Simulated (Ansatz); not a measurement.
input.yaml (Ansatz)

```yaml
crystal:
  lattice:
    - [2.6095813535, -1.7229297185, 0.2844585225]
    - [2.6095813535, 1.7229297185, 0.2844585225]
    - [-0.7202396035, 0.0, 6.7690522524]
  atoms:
    - { symbol: F, position: [0.9075218338, 0.5919918657, 0.0946097114] }
    - { symbol: F, position: [0.4080081343, 0.0924781662, 0.4053902886] }
    - { symbol: F, position: [0.0924781662, 0.4080081343, 0.9053902886] }
    - { symbol: F, position: [0.5919918657, 0.9075218338, 0.5946097114] }
hamiltonian:
  xc: r2scan
  pseudopotentials:
    kind: paw
    azcp:
      F: "pseudopotentials/F.paw.azcp"
basis:
  ecutwfc: 500
  fft_grid_basis: typed
kpoints:
  mp_grid: { grid: [10, 10, 4], shift: [0, 0, 0] }
magnetization:
  spin_polarized: false
scf:
  occupations: { method: fermi_dirac, width: 0.05 }
  lower_state_search: "off"
output:
  stress: true
  write_density: true
  write_potential: true
  elf: true
  volumetric_format: npy
```

and its output:

```
Engine: ansatz 0.2.0, x86_64-unknown-linux-gnu
Pseudopotentials: kind: paw
Pseudopotential: F, paw, valence charge 7, recommended cutoff 500 eV (meta_gga) 
Functional definition: r2SCAN
  parameter k0 = 0.174
  parameter k1 = 0.065
  parameter a1 = 4.9479
  exchange = r2scan_x(k0 = k0, k1 = k1, a1 = a1)
  correlation = r2scan_c
Crystal: 4 atoms, lattice volume = 61.575 Å³
Basis set: ecut = 500 eV, 1579 PW (Γ), exchange–correlation on 96×96×200 points (64 copies of the dense FFT grid, shifted against one another)
Bands: 18, of which v1, the nominal top of the filled ones, is band 14 counted from 1 (13 counted from 0)
Symmetry: 4 space group operations
Space group: C2/c (ITA 15), of the structure as read, at distance tolerance 3.9e-5 Å
k-points: 117 of 400
Non-local potential: F, projectors of the file, l = 0: 2, l = 1: 2, l = 2: 1
PAW form: soft (Blöchl's): semilocal exchange-correlation on the pseudo side does not see the compensation charge
PAW frozen core: F, regenerated for the run's functional (the file was generated under x = pbe(κ = 0.804, μ = 0.2195149727645171), c = pbe(β = 0.06672455060314922))
PAW one-centre angular grid: F, 302 points (default); XC on 160 Gauss nodes
Initial density: superposition of atomic densities (neutral atoms: chi_scale 0, normalization atom), corrected by the library's trained network
Initial wavefunctions: pseudopotential atomic-orbital guess
Functional: x = r2scan, c = r2scan; τ floored in thin density (d = 2e-4 eV/Å³)
SCF iter   1: F=-3227.560092 eV  HF=-3227.538195 eV  |F-HF|=2.19e-2  |Δ(HF+E_count)|=         —  Δρ=5.76e-3  dr2=7.45e-3  dr2_τ=2.21e-1  ethr=1.77e-3  ⟨swp⟩=5.4  Hψ=10151  notcnv=0
SCF iter   2: F=-3227.563253 eV  HF=-3227.562290 eV  |F-HF|=9.62e-4  |Δ(HF+E_count)|=   2.41e-2  Δρ=3.09e-3  dr2=1.09e-3  dr2_τ=4.53e-4  ethr=2.66e-5  ⟨swp⟩=2.1  Hψ=5622  notcnv=0
SCF iter   3: F=-3227.563338 eV  HF=-3227.563254 eV  |F-HF|=8.36e-5  |Δ(HF+E_count)|=   9.64e-4  Δρ=9.22e-4  dr2=1.56e-4  dr2_τ=5.04e-5  ethr=3.89e-6  ⟨swp⟩=2.1  Hψ=4223  notcnv=0
SCF iter   4: F=-3227.563362 eV  HF=-3227.563361 eV  |F-HF|=2.52e-7  |Δ(HF+E_count)|=   1.07e-4  Δρ=7.86e-5  dr2=1.59e-6  dr2_τ=5.54e-7  ethr=5.56e-7  ⟨swp⟩=3.0  Hψ=4448  notcnv=0
SCF iter   5: F=-3227.563362 eV  HF=-3227.563362 eV  |F-HF|=5.62e-8  |Δ(HF+E_count)|=   8.05e-7  Δρ=1.63e-5  dr2=4.38e-8  dr2_τ=1.81e-8  ethr=5.68e-9  ⟨swp⟩=2.0  Hψ=3525  notcnv=0
SCF iter   6: F=-3227.563362 eV  HF=-3227.563362 eV  |F-HF|=1.31e-9  |Δ(HF+E_count)|=   6.65e-8  Δρ=4.99e-6  dr2=5.60e-9  dr2_τ=1.76e-9  ethr=1.56e-10  ⟨swp⟩=5.1  Hψ=11058  notcnv=0
SCF 1 converged in 6 iterations: F = -3227.563362 eV  dr2 = 5.60e-9
SCF converged after 6 iterations
Free energy (F): -3227.563362 eV
Harris-Foulkes:  -3227.563362 eV  (|F-HF|=1.31e-9)
Internal energy: -3227.563362 eV  (E = F + TS)
E sigma→0 (E₀):  -3227.563362 eV
Fermi energy:    -2.350379 eV
--- Per-component energies (eV) ---
  E_band       = -349.818690
  E_kinetic    = 810.849776
  E_local      = -2774.599255  (includes V_loc(G=0)·N_el)
  E_nonlocal   = 291.466628
  E_hartree    = 1005.578532
  E_xc         = -308.837118
  E_vxc        = -454.814157  (∫ρ·V_xc dr)
  E_paw        = -805.723202  (= ΣΔE_a)
  E_vpaw       = -268.748485  (= ΣTr[D̂ρ^β])
  E_aug_tail   = 0.003817  (compensation charges beyond the density's cutoff)
  E_vtau       = 34.862207  (kinetic-family band-sum trace: ∫τ·v_τ [+ j·A + Jᵃ·Aᵃ] dr)
  E_ewald      = -1446.176973
  E_core_change = -0.125566  (= ΣΔE_core)
  E_smearing   = -0.000000  (= −TS)
  E_closure    = 0.000000  (closes the sum)
  Σ components = -3227.563362   (vs F -3227.563362, Δ=0.00e0)
--- Stress (GPa, compression-positive) ---
       -0.389675       0.000000       0.810394
        0.000000      -2.189801      -0.000000
        0.810433      -0.000000      -7.791797
  P = ⅓ Tr σ = -3.4571 GPa (-34.571 kbar)
--- Band table (eV; the first three rows and the last of 117) ---
  k-point 0: bands = ["-29.7788", "-29.6514", "-23.8974", "-23.5722", "-10.3245", "-9.6080", "-7.3717", "-7.3269", "-7.1915", "-7.1601", "-4.5559", "-4.3253", "-4.2278", "-4.2021", "-0.6449", "0.2421", "6.2909", "8.9431"]
  k-point 1: bands = ["-29.7607", "-29.6707", "-23.8498", "-23.6198", "-10.2291", "-9.7256", "-7.3512", "-7.3147", "-7.1870", "-7.1647", "-4.5334", "-4.3678", "-4.2240", "-4.2058", "-0.5237", "0.1001", "6.5455", "8.1438"]
  k-point 2: bands = ["-29.7163", "-29.7163", "-23.7350", "-23.7350", "-9.9880", "-9.9880", "-7.3172", "-7.3172", "-7.1759", "-7.1759", "-4.4604", "-4.4604", "-4.2149", "-4.2149", "-0.2219", "-0.2219", "7.2177", "7.2177"]
  k-point 116: bands = ["-29.5895", "-29.5895", "-23.6658", "-23.6658", "-9.9246", "-9.9246", "-8.1780", "-8.1780", "-7.5299", "-7.5299", "-4.5807", "-4.5807", "-4.5268", "-4.5268", "-0.1107", "-0.1107", "11.6396", "11.6396"]
```

Command:

```sh
ansatz run input.yaml --threads 1 --pin off --max-ram 3584MiB --backend cpu --events-out ev --progress --plain --runs-dir out
```

On 1 thread of Intel(R) Xeon(R) Platinum 8259CL CPU @ 2.50GHz (Skylake/Cascade Lake) (shared host) this took about 20 s of wall time and 20 s of CPU time.
